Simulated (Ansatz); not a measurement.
# Preparing MgH2 (P4_2/mnm) as a host crystal, part 2 of 4

Aim: the runs on the perfect crystal MgH2 (P4_2/mnm) that a defect calculation needs first.

Ansatz 0.2.0; plane-wave PAW DFT, PBE; relaxation of the host's cell and atoms (the session's first sound run).

So far: Set-up; Host cell relaxation.

### 3. Defect free supercell relaxed in its symmetry

This cell, the one that will hold the defects, is built from the relaxed host. Its coarser k-points can move the atoms a little, so it is relaxed from the symmetric sites, as the reference for the test of stability.

This step: plane-wave PAW DFT, PBE; relaxation of the defect-free supercell in its symmetry (Ansatz 0.2.0).

System of this step: MgH2 (P4_2/mnm). The cell holds 72 atoms: 24 Mg and 48 H. Its edges and angles: a = 9.032 Å, b = 9.032 Å, c = 9.039 Å, α = 90.0°, β = 90.0°, γ = 90.0°.

File pristine.symmetric/input.yaml:

```yaml
crystal:
  lattice:
    - [9.0324926351, 0.0, 0.0]
    - [0.0, 9.0324926351, 0.0]
    - [0.0, 0.0, 9.0391416754]
  atoms:
    - { symbol: Mg, position: [0.25, 0.25, 0.1666666667] }
    - { symbol: Mg, position: [0.0, 0.0, 0.0] }
    - { symbol: H, position: [0.3478282766, 0.3478282766, 0.0] }
    - { symbol: H, position: [0.4021717234, 0.0978282766, 0.1666666667] }
    - { symbol: H, position: [0.1521717234, 0.1521717234, 0.0] }
    - { symbol: H, position: [0.0978282766, 0.4021717234, 0.1666666667] }
    - { symbol: Mg, position: [0.25, 0.25, 0.5] }
    - { symbol: Mg, position: [0.0, 0.0, 0.3333333333] }
    - { symbol: H, position: [0.3478282766, 0.3478282766, 0.3333333333] }
    - { symbol: H, position: [0.4021717234, 0.0978282766, 0.5] }
    - { symbol: H, position: [0.1521717234, 0.1521717234, 0.3333333333] }
    - { symbol: H, position: [0.0978282766, 0.4021717234, 0.5] }
    - { symbol: Mg, position: [0.25, 0.25, 0.8333333333] }
    - { symbol: Mg, position: [0.0, 0.0, 0.6666666667] }
    - { symbol: H, position: [0.3478282766, 0.3478282766, 0.6666666667] }
    - { symbol: H, position: [0.4021717234, 0.0978282766, 0.8333333333] }
    - { symbol: H, position: [0.1521717234, 0.1521717234, 0.6666666667] }
    - { symbol: H, position: [0.0978282766, 0.4021717234, 0.8333333333] }
    - { symbol: Mg, position: [0.25, 0.75, 0.1666666667] }
    - { symbol: Mg, position: [0.0, 0.5, 0.0] }
    - { symbol: H, position: [0.3478282766, 0.8478282766, 0.0] }
    - { symbol: H, position: [0.4021717234, 0.5978282766, 0.1666666667] }
    - { symbol: H, position: [0.1521717234, 0.6521717234, 0.0] }
    - { symbol: H, position: [0.0978282766, 0.9021717234, 0.1666666667] }
    - { symbol: Mg, position: [0.25, 0.75, 0.5] }
    - { symbol: Mg, position: [0.0, 0.5, 0.3333333333] }
    - { symbol: H, position: [0.3478282766, 0.8478282766, 0.3333333333] }
    - { symbol: H, position: [0.4021717234, 0.5978282766, 0.5] }
    - { symbol: H, position: [0.1521717234, 0.6521717234, 0.3333333333] }
    - { symbol: H, position: [0.0978282766, 0.9021717234, 0.5] }
    - { symbol: Mg, position: [0.25, 0.75, 0.8333333333] }
    - { symbol: Mg, position: [0.0, 0.5, 0.6666666667] }
    - { symbol: H, position: [0.3478282766, 0.8478282766, 0.6666666667] }
    - { symbol: H, position: [0.4021717234, 0.5978282766, 0.8333333333] }
    - { symbol: H, position: [0.1521717234, 0.6521717234, 0.6666666667] }
    - { symbol: H, position: [0.0978282766, 0.9021717234, 0.8333333333] }
    - { symbol: Mg, position: [0.75, 0.25, 0.1666666667] }
    - { symbol: Mg, position: [0.5, 0.0, 0.0] }
    - { symbol: H, position: [0.8478282766, 0.3478282766, 0.0] }
    - { symbol: H, position: [0.9021717234, 0.0978282766, 0.1666666667] }
    - { symbol: H, position: [0.6521717234, 0.1521717234, 0.0] }
    - { symbol: H, position: [0.5978282766, 0.4021717234, 0.1666666667] }
    - { symbol: Mg, position: [0.75, 0.25, 0.5] }
    - { symbol: Mg, position: [0.5, 0.0, 0.3333333333] }
    - { symbol: H, position: [0.8478282766, 0.3478282766, 0.3333333333] }
    - { symbol: H, position: [0.9021717234, 0.0978282766, 0.5] }
    - { symbol: H, position: [0.6521717234, 0.1521717234, 0.3333333333] }
    - { symbol: H, position: [0.5978282766, 0.4021717234, 0.5] }
    - { symbol: Mg, position: [0.75, 0.25, 0.8333333333] }
    - { symbol: Mg, position: [0.5, 0.0, 0.6666666667] }
    - { symbol: H, position: [0.8478282766, 0.3478282766, 0.6666666667] }
    - { symbol: H, position: [0.9021717234, 0.0978282766, 0.8333333333] }
    - { symbol: H, position: [0.6521717234, 0.1521717234, 0.6666666667] }
    - { symbol: H, position: [0.5978282766, 0.4021717234, 0.8333333333] }
    - { symbol: Mg, position: [0.75, 0.75, 0.1666666667] }
    - { symbol: Mg, position: [0.5, 0.5, 0.0] }
    - { symbol: H, position: [0.8478282766, 0.8478282766, 0.0] }
    - { symbol: H, position: [0.9021717234, 0.5978282766, 0.1666666667] }
    - { symbol: H, position: [0.6521717234, 0.6521717234, 0.0] }
    - { symbol: H, position: [0.5978282766, 0.9021717234, 0.1666666667] }
    - { symbol: Mg, position: [0.75, 0.75, 0.5] }
    - { symbol: Mg, position: [0.5, 0.5, 0.3333333333] }
    - { symbol: H, position: [0.8478282766, 0.8478282766, 0.3333333333] }
    - { symbol: H, position: [0.9021717234, 0.5978282766, 0.5] }
    - { symbol: H, position: [0.6521717234, 0.6521717234, 0.3333333333] }
    - { symbol: H, position: [0.5978282766, 0.9021717234, 0.5] }
    - { symbol: Mg, position: [0.75, 0.75, 0.8333333333] }
    - { symbol: Mg, position: [0.5, 0.5, 0.6666666667] }
    - { symbol: H, position: [0.8478282766, 0.8478282766, 0.6666666667] }
    - { symbol: H, position: [0.9021717234, 0.5978282766, 0.8333333333] }
    - { symbol: H, position: [0.6521717234, 0.6521717234, 0.6666666667] }
    - { symbol: H, position: [0.5978282766, 0.9021717234, 0.8333333333] }
basis:
  ecutwfc: 420
  xc_grid: 2
hamiltonian:
  xc: pbe
kpoints:
  mp_grid: { grid: [1, 1, 1] }
scf:
  occupations: { method: fermi_dirac, width: 0.01 }
  max_iter: 100
  lower_state_search: "off"
output:
  forces: true
relax:
  f_tol: 0.015
  max_steps: 60
  escape_saddle: false
checkpoint:
  write: "../pristine.symmetric.run"
  compress: false
  write_wavefunctions: false
  write_every: 100000
```

Run with:

```bash
$ ansatz run input.yaml --threads 8 --pin off --max-ram 17899MiB --backend cpu --events-out ev --progress --plain --runs-dir out
```

Numbers of over 12 decimals in the logs are rounded to 6 here.

The program printed:

```text
[...]
Crystal: 72 atoms, lattice volume = 737.467 Å³
Basis set: ecut = 420 eV, 14371 PW (Γ), exchange–correlation on 128×128×128 points (8 copies of the dense FFT grid, shifted against one another)
Bands: 216, of which v1, the nominal top of the filled ones, is band 144 counted from 1 (143 counted from 0)
Symmetry: 192 space group operations
[...]
k-points: 1
[...]
SCF iter   1: F=—  HF=-46945.125751 eV  |F-HF|=—  |Δ(HF+E_count)|=         —  Δρ=1.15e-3  dr2=8.92e-3  ethr=1.77e-3  ⟨swp⟩=6.0  Hψ=978  notcnv=0  defer=17
[...]
SCF iter   6: F=-46945.126659 eV  HF=-46945.126659 eV  |F-HF|=5.56e-9  |Δ(HF+E_count)|=   2.60e-7  Δρ=1.03e-6  dr2=3.73e-9  ethr=9.43e-11  ⟨swp⟩=1.0  Hψ=420  notcnv=0
SCF 1 converged in 6 iterations: F = -46945.126659 eV  dr2 = 3.73e-9
[...]
relax step   1: F+E_penalty+E_count = -46945.12665857 eV  Δ(F+E_penalty+E_count) = +0.000e0 eV  max|allowed force component| = 9.089e-3 eV/Å  Δτ_max = 0.0000 Å  (6 SCF iters, dr2 threshold 5.63e-6 eV, accepted)
[...]
SCF iter   3: F=-46945.126659 eV  HF=-46945.126659 eV  |F-HF|=3.57e-10  |Δ(HF+E_count)|=   2.57e-9  Δρ=2.28e-7  dr2=2.29e-10  ethr=1.00e-12  ⟨swp⟩=1.0  Hψ=420  notcnv=0
SCF 2 converged in 3 iterations: F = -46945.126659 eV  dr2 = 2.29e-10
relax step   2: F+E_penalty+E_count = -46945.12665857 eV  Δ(F+E_penalty+E_count) = -7.349e-10 eV  max|allowed force component| = 9.086e-3 eV/Å  Δτ_max = 0.0000 Å  (3 SCF iters, accepted)
SCF converged after 3 iterations
Free energy (F): -46945.126659 eV
[...]
Internal energy: -46945.126659 eV  (E = F + TS)
E sigma→0 (E₀):  -46945.126659 eV
Fermi energy:    4.004431 eV
[...]
--- Forces (eV/Å), atoms counted from 1 ---
  atom   1  Mg    -0.00000000     0.00000000     0.00000000
  atom   2  Mg    -0.00000000     0.00000000     0.00000000
  atom   3  H     -0.00908637    -0.00908637    -0.00000000
  atom   4  H      0.00908637    -0.00908637    -0.00000000
  atom   5  H      0.00908637     0.00908637    -0.00000000
  atom   6  H     -0.00908637     0.00908637     0.00000000
  atom   7  Mg    -0.00000000     0.00000000     0.00000000
  atom   8  Mg    -0.00000000     0.00000000     0.00000000
  atom   9  H     -0.00908637    -0.00908637     0.00000000
  atom  10  H      0.00908637    -0.00908637    -0.00000000
  atom  11  H      0.00908637     0.00908637     0.00000000
  atom  12  H     -0.00908637     0.00908637    -0.00000000
  atom  13  Mg    -0.00000000     0.00000000     0.00000000
  atom  14  Mg    -0.00000000     0.00000000     0.00000000
  atom  15  H     -0.00908637    -0.00908637     0.00000000
  atom  16  H      0.00908637    -0.00908637    -0.00000000
  atom  17  H      0.00908637     0.00908637    -0.00000000
  atom  18  H     -0.00908637     0.00908637    -0.00000000
  atom  19  Mg    -0.00000000     0.00000000    -0.00000000
  atom  20  Mg    -0.00000000    -0.00000000     0.00000000
  atom  21  H     -0.00908637    -0.00908637     0.00000000
  atom  22  H      0.00908637    -0.00908637    -0.00000000
  atom  23  H      0.00908637     0.00908637    -0.00000000
  atom  24  H     -0.00908637     0.00908637     0.00000000
  atom  25  Mg    -0.00000000     0.00000000     0.00000000
  atom  26  Mg    -0.00000000     0.00000000     0.00000000
  atom  27  H     -0.00908637    -0.00908637    -0.00000000
  atom  28  H      0.00908637    -0.00908637    -0.00000000
  atom  29  H      0.00908637     0.00908637     0.00000000
  atom  30  H     -0.00908637     0.00908637    -0.00000000
  atom  31  Mg    -0.00000000     0.00000000     0.00000000
  atom  32  Mg    -0.00000000    -0.00000000     0.00000000
  atom  33  H     -0.00908637    -0.00908637     0.00000000
  atom  34  H      0.00908637    -0.00908637    -0.00000000
  atom  35  H      0.00908637     0.00908637    -0.00000000
  atom  36  H     -0.00908637     0.00908637     0.00000000
  atom  37  Mg    -0.00000000     0.00000000    -0.00000000
  atom  38  Mg    -0.00000000     0.00000000     0.00000000
  atom  39  H     -0.00908637    -0.00908637     0.00000000
  atom  40  H      0.00908637    -0.00908637    -0.00000000
[...]
atom  61  Mg    -0.00000000     0.00000000     0.00000000
  atom  62  Mg    -0.00000000     0.00000000     0.00000000
  atom  63  H     -0.00908637    -0.00908637     0.00000000
  atom  64  H      0.00908637    -0.00908637    -0.00000000
  atom  65  H      0.00908637     0.00908637    -0.00000000
  atom  66  H     -0.00908637     0.00908637     0.00000000
  atom  67  Mg    -0.00000000     0.00000000     0.00000000
  atom  68  Mg    -0.00000000     0.00000000     0.00000000
  atom  69  H     -0.00908637    -0.00908637    -0.00000000
  atom  70  H      0.00908637    -0.00908637    -0.00000000
  atom  71  H      0.00908637     0.00908637    -0.00000000
  atom  72  H     -0.00908637     0.00908637    -0.00000000
  max |Σ_I F_I| component: 1.63e-16 eV/Å
--- Relaxed structure (2 steps of the walk, 2 accepted, 0 SCFs on fresh bases) ---
  F+E_penalty+E_count = -46945.12665857 eV   max|allowed force component| = 9.086e-3 eV/Å
  atoms:
    - { symbol: Mg, position: [0.250000, 0.250000, 0.166667] }
    - { symbol: Mg, position: [0.0, 0.0, 0.0] }
    - { symbol: H, position: [0.3478282766, 0.3478282766, 0.0] }
    - { symbol: H, position: [0.402172, 0.097828, 0.166667] }
    - { symbol: H, position: [0.1521717234, 0.1521717234, 0.0] }
    - { symbol: H, position: [0.097828, 0.402172, 0.166667] }
    - { symbol: Mg, position: [0.250000, 0.250000, 0.5] }
    - { symbol: Mg, position: [0.0, 0.0, 0.333333] }
    - { symbol: H, position: [0.3478282766, 0.3478282766, 0.333333] }
    - { symbol: H, position: [0.402172, 0.097828, 0.5] }
    - { symbol: H, position: [0.1521717234, 0.1521717234, 0.333333] }
    - { symbol: H, position: [0.097828, 0.402172, 0.5] }
    - { symbol: Mg, position: [0.250000, 0.250000, 0.833333] }
    - { symbol: Mg, position: [0.0, 0.0, 0.666667] }
    - { symbol: H, position: [0.3478282766, 0.3478282766, 0.666667] }
    - { symbol: H, position: [0.402172, 0.097828, 0.833333] }
    - { symbol: H, position: [0.1521717234, 0.1521717234, 0.666667] }
    - { symbol: H, position: [0.097828, 0.402172, 0.833333] }
    - { symbol: Mg, position: [0.250000, 0.75, 0.166667] }
    - { symbol: Mg, position: [0.0, 0.500000, 0.0] }
    - { symbol: H, position: [0.3478282766, 0.847828, 0.0] }
    - { symbol: H, position: [0.402172, 0.5978282766, 0.166667] }
    - { symbol: H, position: [0.1521717234, 0.6521717234, 0.0] }
    - { symbol: H, position: [0.097828, 0.9021717234, 0.166667] }
    - { symbol: Mg, position: [0.250000, 0.75, 0.5] }
    - { symbol: Mg, position: [0.0, 0.500000, 0.333333] }
    - { symbol: H, position: [0.3478282766, 0.847828, 0.333333] }
    - { symbol: H, position: [0.402172, 0.5978282766, 0.5] }
    - { symbol: H, position: [0.1521717234, 0.6521717234, 0.333333] }
    - { symbol: H, position: [0.097828, 0.9021717234, 0.5] }
    - { symbol: Mg, position: [0.250000, 0.75, 0.833333] }
    - { symbol: Mg, position: [0.0, 0.500000, 0.666667] }
    - { symbol: H, position: [0.3478282766, 0.847828, 0.666667] }
    - { symbol: H, position: [0.402172, 0.5978282766, 0.833333] }
    - { symbol: H, position: [0.1521717234, 0.6521717234, 0.666667] }
    - { symbol: H, position: [0.097828, 0.9021717234, 0.833333] }
    - { symbol: Mg, position: [0.75, 0.250000, 0.166667] }
    - { symbol: Mg, position: [0.500000, 0.0, 0.0] }
    - { symbol: H, position: [0.847828, 0.3478282766, 0.0] }
    - { symbol: H, position: [0.9021717234, 0.097828, 0.166667] }
    - { symbol: H, position: [0.6521717234, 0.1521717234, 0.0] }
    - { symbol: H, position: [0.5978282766, 0.402172, 0.166667] }
    - { symbol: Mg, position: [0.75, 0.250000, 0.5] }
    - { symbol: Mg, position: [0.500000, 0.0, 0.333333] }
    - { symbol: H, position: [0.847828, 0.3478282766, 0.333333] }
    - { symbol: H, position: [0.9021717234, 0.097828, 0.5] }
    - { symbol: H, position: [0.6521717234, 0.1521717234, 0.333333] }
    - { symbol: H, position: [0.5978282766, 0.402172, 0.5] }
    - { symbol: Mg, position: [0.75, 0.250000, 0.833333] }
    - { symbol: Mg, position: [0.500000, 0.0, 0.666667] }
    - { symbol: H, position: [0.847828, 0.3478282766, 0.666667] }
    - { symbol: H, position: [0.9021717234, 0.097828, 0.833333] }
    - { symbol: H, position: [0.6521717234, 0.1521717234, 0.666667] }
    - { symbol: H, position: [0.5978282766, 0.402172, 0.833333] }
    - { symbol: Mg, position: [0.75, 0.75, 0.166667] }
    - { symbol: Mg, position: [0.500000, 0.500000, 0.0] }
    - { symbol: H, position: [0.847828, 0.847828, 0.0] }
    - { symbol: H, position: [0.9021717234, 0.5978282766, 0.166667] }
    - { symbol: H, position: [0.6521717234, 0.6521717234, 0.0] }
    - { symbol: H, position: [0.5978282766, 0.9021717234, 0.166667] }
    - { symbol: Mg, position: [0.75, 0.75, 0.5] }
    - { symbol: Mg, position: [0.500000, 0.500000, 0.333333] }
    - { symbol: H, position: [0.847828, 0.847828, 0.333333] }
    - { symbol: H, position: [0.9021717234, 0.5978282766, 0.5] }
    - { symbol: H, position: [0.6521717234, 0.6521717234, 0.333333] }
    - { symbol: H, position: [0.5978282766, 0.9021717234, 0.5] }
    - { symbol: Mg, position: [0.75, 0.75, 0.833333] }
    - { symbol: Mg, position: [0.500000, 0.500000, 0.666667] }
    - { symbol: H, position: [0.847828, 0.847828, 0.666667] }
    - { symbol: H, position: [0.9021717234, 0.5978282766, 0.833333] }
    - { symbol: H, position: [0.6521717234, 0.6521717234, 0.666667] }
    - { symbol: H, position: [0.5978282766, 0.9021717234, 0.833333] }
```

The job ended after 1.6 s (8 threads of Intel Xeon 6975P-C (Granite Rapids), shared host; peak memory 0.85 GiB; 8.6 s of CPU time).

No atom moved by 0.005 Å in the relaxation.

(Part 2 of 4 ends here.)

[Logs are printed without paths, hosts, clocks, repeated set-up lines and the standing remarks that a program may print on its own settings, such as how far it seeks lower states.]

[Hosts, paths, dates, database ids (printed as entryN), source tags and the programs' standing remarks are cut or masked in the printed files.]

[Runs of the host that timed out are not shown.]

[For some hosts the program warned that the k-mesh of the response run may be too coarse for force constants and the static dielectric constant; such warnings are not always shown.]
